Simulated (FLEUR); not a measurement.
# InP (F-43m) in FLEUR: a series of runs

Runs on InP. Level: PBEsol. Tasks: equation of state.

Program: FLEUR MaX-R8.1 (later development tree). These are calculated values, not measurements. Logs are shortened: lines on timing, memory, paths and dates and some standing lists are left out, and cuts for length are marked.

**Experimental background.**

From a printed reference work, data compilation, for a bulk crystal of InP: bulk modulus 71 GPa.

How close the calculation comes is told below.

**1. Starting point**

It takes space group F-43m (No. 216, cubic). Conventional cell: a = 5.861 Å, b = 5.861 Å, c = 5.861 Å, α = 90.00°, β = 90.00°, γ = 90.00°. Around In (site symmetry -43m) lie 4 P at 2.54 Å. P (site symmetry -43m) is surrounded by 4 In at 2.54 Å.

**2. Equation of state, PBEsol, 23.66 Å³/atom (volume scaled by 0.94)**

Contents of inp.xml:

```xml
<?xml version="1.0" encoding="UTF-8" standalone="no"?>
<fleurInput fleurInputVersion="0.39">
   <comment>
      InP                                                                                                 
   </comment>
   <calculationSetup>
      <cutoffs Kmax="5.0" Gmax="15.5" GmaxXC="15.5" numbands="0"/>
      <scfLoop itmax="60" minDistance="0.00001" maxIterBroyd="15" imix="Anderson" alpha="0.05" precondParam="0.0" spinf="2.0" sdNocoIR="T"/>
      <coreElectrons ctail="T" frcor="F" kcrel="0" coretail_lmax="0"/>
      <xcFunctional name="PBEs" relativisticCorrections="F"/>
      <magnetism jspins="1"/>
      <soc l_soc="F" theta="0.0" phi="0.0" spav="F"/>
      <expertModes spex="0" secvar="F"/>
      <geometryOptimization l_f="F" forcealpha="1.0" forcemix="BFGS" epsdisp="0.00001" epsforce="0.00001"/>
      <ldaU l_linMix="F" mixParam="0.05" spinf="1.0"/>
   </calculationSetup>
   <cell>
      <bzIntegration valenceElectrons="32.0" mode="hist" fermiSmearingEnergy="0.00183747">
         <kPointListSelection listName="default-1"/>
         <!-- k-points included here -->
         <xi:include xmlns:xi="http://www.w3.org/2001/XInclude" href="kpts.xml"> </xi:include>
      </bzIntegration>
      <!-- symmetry operations included here -->
      <xi:include xmlns:xi="http://www.w3.org/2001/XInclude" href="sym.xml"> </xi:include>
      <bulkLattice scale="0.9795861087">
         <bravaisMatrix>
            <row-1>    0.0000000000000000     5.5378424081402997     5.5378424081402997</row-1>
            <row-2>    5.5378424081402997     0.0000000000000000     5.5378424081402997</row-2>
            <row-3>    5.5378424081402997     5.5378424081402997     0.0000000000000000</row-3>
         </bravaisMatrix>
      </bulkLattice>
   </cell>
   <atomSpecies>
      <species name="Indium (In)" element="In" atomicNumber="49">
         <mtSphere radius="2.35" gridPoints="801" logIncrement="0.016"/>
         <atomicCutoffs lmax="10" lnonsphr="10"/>
         <electronConfig flipSpins="F">
            <coreConfig>(1s1/2) (2s1/2) (2p1/2) (2p3/2) (3s1/2) (3p1/2) (3p3/2) (3d3/2) (3d5/2)</coreConfig>
            <valenceConfig>(4s1/2) (4p1/2) (4p3/2) (5s1/2) (4d3/2) (4d5/2) (5p1/2) (5p3/2)</valenceConfig>
            <stateOccupation state="(5p1/2)" spinUp="0.166667" spinDown="0.166667"/>
            <stateOccupation state="(5p3/2)" spinUp="0.333333" spinDown="0.333333"/>
         </electronConfig>
         <energyParameters s="5" p="5" d="4" f="4"/>
         <lo type="SCLO" l="0" n="4" eDeriv="0"/>
         <lo type="SCLO" l="1" n="4" eDeriv="0"/>
         <lo type="SCLO" l="1" n="4" eDeriv="1"/>
         <lo type="SCLO" l="2" n="4" eDeriv="2"/>
         <lo type="SCLO" l="3" n="4" eDeriv="2"/>
      </species>
      <species name="Phosphorous (P)" element="P" atomicNumber="15">
         <mtSphere radius="1.96" gridPoints="669" logIncrement="0.017"/>
         <atomicCutoffs lmax="8" lnonsphr="8"/>
         <electronConfig flipSpins="F">
            <coreConfig>(1s1/2) (2s1/2)</coreConfig>
            <valenceConfig>(2p1/2) (2p3/2) (3s1/2) (3p1/2) (3p3/2)</valenceConfig>
            <stateOccupation state="(3p1/2)" spinUp="0.500000" spinDown="0.500000"/>
            <stateOccupation state="(3p3/2)" spinUp="1.000000" spinDown="1.000000"/>
         </electronConfig>
         <energyParameters s="3" p="3" d="3" f="4"/>
         <lo type="SCLO" l="1" n="2" eDeriv="0"/>
         <lo type="SCLO" l="0" n="3" eDeriv="2"/>
         <lo type="SCLO" l="2" n="3" eDeriv="2"/>
         <lo type="SCLO" l="3" n="4" eDeriv="2"/>
      </species>
   </atomSpecies>
   <atomGroups>
      <atomGroup species="Indium (In)">
         <relPos label="                   1">.0000000000 .0000000000 .0000000000</relPos>
         <force calculate="T" relaxXYZ="TTT"/>
      </atomGroup>
      <atomGroup species="Phosphorous (P)">
         <relPos label="                   2">-1.000/4.000 -1.000/4.000 -1.000/4.000</relPos>
         <force calculate="T" relaxXYZ="TTT"/>
      </atomGroup>
   </atomGroups>
   <output dos="F" band="F" slice="F">
      <checks vchk="F" cdinf="F"/>
      <bandDOS minEnergy="-.5*Htr" maxEnergy="0.5*Htr" sigma="0.015" storeEVData="T"/>
      <vacuumDOS vacdos="F" integ="F" star="F" nstars="0" locx1="0.0" locy1="0.0" locx2="0.0" locy2="0.0" nstm="0" tworkf="0.0"/>
      <unfoldingBand unfoldBand="F" supercellX="1" supercellY="1" supercellZ="1"/>
      <plotting iplot="0" polar="F">
         <plot TwoD="T" vec1="  1.0  0.0  0.0" vec2="  0.0  1.0  0.0" vec3="  0.0  0.0  1.0" zero="  0.0  0.0  0.0" file="plot"/>
      </plotting>
      <chargeDensitySlicing numkpt="0" minEigenval="0.0" maxEigenval="0.0" nnne="0" pallst="F"/>
      <specialOutput eonly="F"/>
      <moessbauerParams electricFieldGradient="T" isomerShift="T" coreHyperfine="T" valenceHyperfine="T"/>
      <magneticCircularDichroism mcd="F" energyLo="-10.0" energyUp="0.0"/>
   </output>
  <!-- We include the file relax.xml here to enable relaxations (see documentation) -->
  <xi:include xmlns:xi="http://www.w3.org/2001/XInclude" href="relax.xml"> <xi:fallback/> </xi:include>
</fleurInput>
```

Potentials or basis: all-electron, FLAPW.

Started as:

```
$ inpgen -f crystal.txt -profile fastHighL
$ # inp.xml edited to the form shown
$ fleur_MPI
```

Log:

```text
Welcome to FLEUR        (www.flapw.de)
      MaX-Release 8.1          (www.max-centre.eu)

 ========== k-point set info ==========
 Selected k-point list: default-1
 k-point list type: mesh
 8 x 8 x 8
 Number of k points: 29

 ------------Calculation Setup---------------------------
 Number of MPI-tasks      :            1
 Number of PE/node        :            1
 Number of OMP-threads    :            1
 Most efficient MPI parallelization for:
           1          29
 Additional eigenvalue parallelization possible
 Number of basis functions:          762
 Approximate size of matrices (H+S) per k-point:         0.017 GB
 --------------------------------------------------------
 Iteration:     1   Distance:       7.91969678 me/bohr^3
 Iteration:     2   Distance:       7.21156601 me/bohr^3
 Iteration:     3   Distance:       3.53551011 me/bohr^3
 Iteration:     4   Distance:       1.00972679 me/bohr^3
 Iteration:     5   Distance:       0.73999198 me/bohr^3
 Iteration:     6   Distance:       0.20886817 me/bohr^3
 Iteration:     7   Distance:       0.10445677 me/bohr^3
 Iteration:     8   Distance:       0.02306457 me/bohr^3
 Iteration:     9   Distance:       0.00214084 me/bohr^3
 Iteration:    10   Distance:       0.00137583 me/bohr^3
 Iteration:    11   Distance:       0.00030303 me/bohr^3
 Iteration:    12   Distance:       0.00011040 me/bohr^3
 Iteration:    13   Distance:       0.00004686 me/bohr^3
 Iteration:    14   Distance:       0.00000454 me/bohr^3

 ********************************************************************
 Run finished successfully
 Stop message:
   all done
 ********************************************************************
```

out.xml (last iteration):

```text
<iteration numberForCurrentRun="   14" overallNumber="   14">
         <energyParameters units="Htr">
            <atomicEP atomType="1" spin="1" branch="5s" branchLowest="-3.99" branchHighest="1.36" value="-0.0270137851"/>
            <atomicEP atomType="1" spin="1" branch="5p" branchLowest="-2.45" branchHighest="2.10" value="0.1396511264"/>
            <atomicEP atomType="1" spin="1" branch="4d" branchLowest="-15.48" branchHighest="-0.18" value="-0.2773596386"/>
            <atomicEP atomType="1" spin="1" branch="4f" branchLowest="-9.99" branchHighest="2.14" value="0.4597890219"/>
            <loAtomicEP atomType="1" spin="1" branch="4s" branchLowest="-28.53" branchHighest="-3.99" value="-3.9892185417"/>
            <loAtomicEP atomType="1" spin="1" branch="4p" branchLowest="-23.42" branchHighest="-2.45" value="-2.4721669332"/>
            <loAtomicEP atomType="1" spin="1" branch="4p" branchLowest="-23.42" branchHighest="-2.45" value="-2.4721669332"/>
            <loAtomicEP atomType="1" spin="1" branch="4d" branchLowest="-15.48" branchHighest="-0.18" value="-0.2876869990"/>
            <loAtomicEP atomType="1" spin="1" branch="4f" branchLowest="-9.99" branchHighest="2.14" value="0.4597911824"/>
            <atomicEP atomType="2" spin="1" branch="3s" branchLowest="-5.91" branchHighest="1.13" value="-0.2247060568"/>
            <atomicEP atomType="2" spin="1" branch="3p" branchLowest="-4.10" branchHighest="1.66" value="-0.0095221156"/>
            <atomicEP atomType="2" spin="1" branch="3d" branchLowest="-9.99" branchHighest="2.13" value="0.1973805720"/>
            <atomicEP atomType="2" spin="1" branch="4f" branchLowest="-9.99" branchHighest="4.77" value="0.3643575672"/>
            <loAtomicEP atomType="2" spin="1" branch="2p" branchLowest="-9.99" branchHighest="-4.10" value="-4.1053738559"/>
            <loAtomicEP atomType="2" spin="1" branch="3s" branchLowest="-5.91" branchHighest="1.13" value="-0.2247060568"/>
            <loAtomicEP atomType="2" spin="1" branch="3d" branchLowest="-9.99" branchHighest="2.13" value="0.1973801124"/>
            <loAtomicEP atomType="2" spin="1" branch="4f" branchLowest="-9.99" branchHighest="4.77" value="0.3643602918"/>
         </energyParameters>
         <eigenvalues>
            <eigenvaluesAt spin="1" ikpt="1" k_x="0.00000000" k_y="0.00000000" k_z="0.00000000">
                      -4.1052581502       -4.1052581502       -4.1052581502       -3.9892082082       -2.4648714471
                      -2.4648714471       -2.4648714471       -0.2925199795       -0.2925199795       -0.2925199795
                      -0.2855671169       -0.2855671169       -0.2073237237        0.2333977595        0.2333977595
                       0.2333977595        0.2680519341        0.3804635137        0.3804635137        0.3804635137
                       0.5520225569        0.5816360458        0.5816360458        0.6440992494        0.6440992494
            </eigenvaluesAt>
            <eigenvaluesAt spin="1" ikpt="2" k_x="0.00000000" k_y="0.00000000" k_z="0.12500000">
                      -4.1052584770       -4.1052583306       -4.1052583306       -3.9892081066       -2.4648733148
                      -2.4648717789       -2.4648717789       -0.2934633588       -0.2921777073       -0.2921777073
[... 50 lines left out ...]
            <coreIsomerShift atomType="1" isTotal="176715.03871">
               <shell n="1" l="0" isomerShift="154759.90460"/>
               <shell n="2" l="0" isomerShift="17993.20864"/>
               <shell n="2" l="1" isomerShift="413.73373"/>
               <shell n="3" l="0" isomerShift="3462.39811"/>
               <shell n="3" l="1" isomerShift="85.79361"/>
               <shell n="3" l="2" isomerShift="0.00001"/>
            </coreIsomerShift>
            <coreIsomerShift atomType="2" isTotal="2368.32931">
               <shell n="1" l="0" isomerShift="2205.92486"/>
               <shell n="2" l="0" isomerShift="162.40445"/>
            </coreIsomerShift>
            <isomerShift atomType="1" nucleusRadius="0.0001148" averageDensity="177442.18944"/>
            <isomerShift atomType="2" nucleusRadius="0.0000742" averageDensity="2380.87689"/>
            <electricFieldGradient atomType="1" VXX="0.00000" VYY="0.00000" VZZ="0.00000" asymParam="0.00000">
            </electricFieldGradient>
            <electricFieldGradient atomType="2" VXX="0.00000" VYY="0.00000" VZZ="0.00000" asymParam="0.00000">
            </electricFieldGradient>
         </moessbauerParams>
         <totalEnergy                                    value="    -6222.1368557589" units="Htr">
            <sumOfEigenvalues                            value="    -3727.3570687017">
               <coreElectrons value="-3677.5073121793"/>
               <valenceElectrons value="-49.8497565225"/>
            </sumOfEigenvalues>
            <densityCoulombPotentialIntegral value="-10011.4729706431"/>
            <densityEffectivePotentialIntegral value="-10247.8926907938"/>
            <chargeDenXCDenIntegral value="-179.9987836156"/>
            <FockExchangeEnergyValence value="0.0000000000"/>
            <FockExchangeEnergyCore value="0.0000000000"/>
            <atomTypeDependentContributions atomType="1">
               <electronNucleiInteractionDifferentMTs value="7120.9402792322"/>
               <MadelungTerm value="-25.1156831451"/>
            </atomTypeDependentContributions>
            <atomTypeDependentContributions atomType="2">
               <electronNucleiInteractionDifferentMTs value="401.4854032014"/>
               <MadelungTerm value="-9.3958433351"/>
            </atomTypeDependentContributions>
            <tkbTimesEntropy value="0.0000000000"/>
            <freeEnergy value="-6222.1368557589"/>
            <extrapolationTo0K value="-6222.1368557589"/>
         </totalEnergy>
         <densityConvergence units="me/bohr^3">
            <chargeDensity spin="1" distance="0.0000045381"/>
         </densityConvergence>
      </iteration>
```

It took 2.2 min on 1 thread of AMD EPYC 7R43 (Zen 3), shared host; peak memory 0.08 GiB.

What came out:

| Property | Result |
| --- | --- |
| Free energy | -169312.9693 eV |
| Band gap on the k mesh | 0.94 eV, direct |
| Valence electrons inside the program's atomic spheres | In 18.90; P 8.66 (radii In 2.35, P 1.96 bohr) |

Caveat: spin-orbit coupling is left out, which moves the levels of the heavy elements.

**3. Equation of state, PBEsol, 24.16 Å³/atom (volume scaled by 0.96)**

Edit inp.xml of step 2 so:

```diff
@@ -24,3 +24,3 @@
       <xi:include xmlns:xi="http://www.w3.org/2001/XInclude" href="sym.xml"> </xi:include>
-      <bulkLattice scale="0.9795861087">
+      <bulkLattice scale="0.9864848297">
          <bravaisMatrix>
```

Potentials or basis: all-electron, FLAPW.

Started as:

```
$ inpgen -f crystal.txt -profile fastHighL
$ # inp.xml edited to the form shown
$ fleur_MPI
```

Run time: 2.4 min. Hardware: 1 thread of AMD EPYC 7R43 (Zen 3), shared host; peak memory 0.08 GiB.

It converged, with:

```
Free energy                                           : -169312.9984 eV
Band gap on the k mesh                                : 0.83 eV, direct
Valence electrons inside the program's atomic spheres : In 18.88; P 8.65 (radii In 2.35, P 1.96 bohr)
```

Caveat: spin-orbit coupling is left out, which moves the levels of the heavy elements.

**4. Equation of state, PBEsol, 24.66 Å³/atom (volume scaled by 0.98)**

Edit inp.xml of step 3 so:

```diff
@@ -24,3 +24,3 @@
       <xi:include xmlns:xi="http://www.w3.org/2001/XInclude" href="sym.xml"> </xi:include>
-      <bulkLattice scale="0.9864848297">
+      <bulkLattice scale="0.9932883884">
          <bravaisMatrix>
```

Started as:

```
$ inpgen -f crystal.txt -profile fastHighL
$ # inp.xml edited to the form shown
$ fleur_MPI
```

It took 2.4 min on 1 thread of AMD EPYC 7R43 (Zen 3), shared host; peak memory 0.09 GiB.

Results (log left out):

```yaml
Free_energy: -169313.0165 eV
Band_gap_on_the_k_mesh: 0.72 eV, direct
Valence_electrons_inside_the_program's_atomic_spheres: In 18.86; P 8.64 (radii In 2.35, P 1.96 bohr)
```

Caveat: spin-orbit coupling is left out, which moves the levels of the heavy elements.

**5. Equation of state, PBEsol, 25.17 Å³/atom**

Edit inp.xml of step 4 so:

```diff
@@ -24,3 +24,3 @@
       <xi:include xmlns:xi="http://www.w3.org/2001/XInclude" href="sym.xml"> </xi:include>
-      <bulkLattice scale="0.9932883884">
+      <bulkLattice scale="1.0000000000">
          <bravaisMatrix>
```

Started as:

```
$ inpgen -f crystal.txt -profile fastHighL
$ # inp.xml edited to the form shown
$ fleur_MPI
```

Run time: 2.6 min. Hardware: 1 thread of AMD EPYC 7R43 (Zen 3), shared host; peak memory 0.09 GiB.

It converged, with:

```yaml
Free_energy: -169313.0249 eV
Band_gap_on_the_k_mesh: 0.61 eV, direct
Valence_electrons_inside_the_program's_atomic_spheres: In 18.85; P 8.62 (radii In 2.35, P 1.96 bohr)
```

Caveat: spin-orbit coupling is left out, which moves the levels of the heavy elements.

**6. Equation of state, PBEsol, 25.67 Å³/atom (volume scaled by 1.02)**

Edit inp.xml of step 5 so:

```diff
@@ -24,3 +24,3 @@
       <xi:include xmlns:xi="http://www.w3.org/2001/XInclude" href="sym.xml"> </xi:include>
-      <bulkLattice scale="1.0000000000">
+      <bulkLattice scale="1.0066227096">
          <bravaisMatrix>
```

Potentials or basis: all-electron, FLAPW.

Started as:

```
$ inpgen -f crystal.txt -profile fastHighL
$ # inp.xml edited to the form shown
$ fleur_MPI
```

Run time: 2.7 min. Hardware: 1 thread of AMD EPYC 7R43 (Zen 3), shared host; peak memory 0.09 GiB.

It converged, with:

```
Free energy                                           : -169313.0245 eV
Band gap on the k mesh                                : 0.51 eV, direct
Valence electrons inside the program's atomic spheres : In 18.83; P 8.61 (radii In 2.35, P 1.96 bohr)
```

Caveat: spin-orbit coupling is left out, which moves the levels of the heavy elements.

**7. Equation of state, PBEsol, 26.17 Å³/atom (volume scaled by 1.04)**

Edit inp.xml of step 6 so:

```diff
@@ -24,3 +24,3 @@
       <xi:include xmlns:xi="http://www.w3.org/2001/XInclude" href="sym.xml"> </xi:include>
-      <bulkLattice scale="1.0066227096">
+      <bulkLattice scale="1.0131594038">
          <bravaisMatrix>
```

Started as:

```
$ inpgen -f crystal.txt -profile fastHighL
$ # inp.xml edited to the form shown
$ fleur_MPI
```

Run time: 2.8 min. Hardware: 1 thread of AMD EPYC 7R43 (Zen 3), shared host; peak memory 0.08 GiB.

The run converged. Its results:

```
Free energy                                           : -169313.0163 eV
Band gap on the k mesh                                : 0.40 eV, direct
Valence electrons inside the program's atomic spheres : In 18.82; P 8.60 (radii In 2.35, P 1.96 bohr)
```

Caveat: spin-orbit coupling is left out, which moves the levels of the heavy elements.

**8. Equation of state, PBEsol, 26.68 Å³/atom (volume scaled by 1.06)**

Edit inp.xml of step 7 so:

```diff
@@ -24,3 +24,3 @@
       <xi:include xmlns:xi="http://www.w3.org/2001/XInclude" href="sym.xml"> </xi:include>
-      <bulkLattice scale="1.0131594038">
+      <bulkLattice scale="1.0196128224">
          <bravaisMatrix>
```

Started as:

```
$ inpgen -f crystal.txt -profile fastHighL
$ # inp.xml edited to the form shown
$ fleur_MPI
```

It took 2.9 min on 1 thread of AMD EPYC 7R43 (Zen 3), shared host; peak memory 0.09 GiB.

The run converged. Its results:

```
Free energy                                           : -169313.0011 eV
Band gap on the k mesh                                : 0.30 eV, direct
Valence electrons inside the program's atomic spheres : In 18.80; P 8.59 (radii In 2.35, P 1.96 bohr)
```

Caveat: spin-orbit coupling is left out, which moves the levels of the heavy elements.

**9. Equation of state, PBEsol**

Potentials or basis: all-electron, FLAPW.

No new run: the results of the series are fitted here.

Results:

```yaml
Equilibrium_volume: 25.39 Å³/atom
Bulk_modulus: 67 GPa
Pressure_derivative_of_the_bulk_modulus: 4.6
```

Energy against volume, from the lowest point:
```tsv
volume (Å³/atom)	energy (meV/atom)
23.657	27.83
24.160	13.27
24.663	4.19
25.167	0.00
25.670	0.19
26.173	4.29
26.677	11.89
```

**10. Comparison with measurements**

Step 9. Against the measured bulk modulus of InP, 71 GPa (a printed reference work, data compilation), the calculated 67 GPa is off by -6.0 %. The fit is for a static lattice scaled at fixed shape and fixed fractional positions.
